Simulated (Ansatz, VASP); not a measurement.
This is a calculation of Cu for VASP 6.6.1.

File INCAR:

```
PREC = Accurate
ENCUT = 520
EDIFF = 1E-6
ISMEAR = -1
SIGMA = 0.05
LREAL = False
LASPH = True
NELM = 60
ALGO = Normal
ISIF = 2
LWAVE = False
LCHARG = False
GGA = PE
```

Contents of KPOINTS:

```
regular mesh
0
Gamma
  13 13 13
```

POSCAR

```
Cu
1.0
   -1.4246995462      1.4352309748      1.3739820400
    1.4193535920     -1.4390111340      1.3723068300
    1.4539372972      1.4676569444     -1.3778349000
Cu
1
Direct
    0.0000000000      0.0000000000      0.0000000000
```

Potentials or basis: VASP PAW PBE potentials, release 64 (Cu).

Launch:

```sh
$ cat potpaw_PBE.64/Cu/POTCAR > POTCAR
$ mpirun -np 1 vasp_std > vasp.out
```

Question: Translate it to Ansatz 0.2.0. Potentials there: Ansatz PAW.

Answer: As run (the cutoff follows the program's own potentials):

input.yaml

```yaml
crystal:
  lattice:
    - [-1.4246995462, 1.4352309748, 1.37398204]
    - [1.419353592, -1.439011134, 1.37230683]
    - [1.4539372972, 1.4676569444, -1.3778349]
  atoms:
    - { symbol: Cu, position: [0.0, 0.0, 0.0] }
hamiltonian:
  xc: pbe
  pseudopotentials: { kind: paw }
kpoints:
  mp_grid: { grid: [13, 13, 13] }
scf:
  occupations: { method: fermi_dirac, width: 0.05 }
output:
  forces: true
  stress: true
  eigenvalues: true
```

Potentials or basis: Ansatz PAW.

Command:

```bash
$ ansatz run input.yaml --threads 2 --pin off --max-ram 5632MiB --backend cpu --events-out ev --progress --plain --runs-dir out
```

Both were run:

|  | VASP | Ansatz | Ansatz less VASP |
| --- | --- | --- | --- |
| gap on the k mesh at the Fermi level (eV) | none | none | - |
| pressure (GPa) | 8.1 | 7.5 | -0.55 |
| largest component of the traceless stress (GPa) | 2.56 | 2.58 | +0.024 |

A gap of «none» marks a metal or a gap that the smearing closes. The two sets of potentials don't hold the same shells in valence.
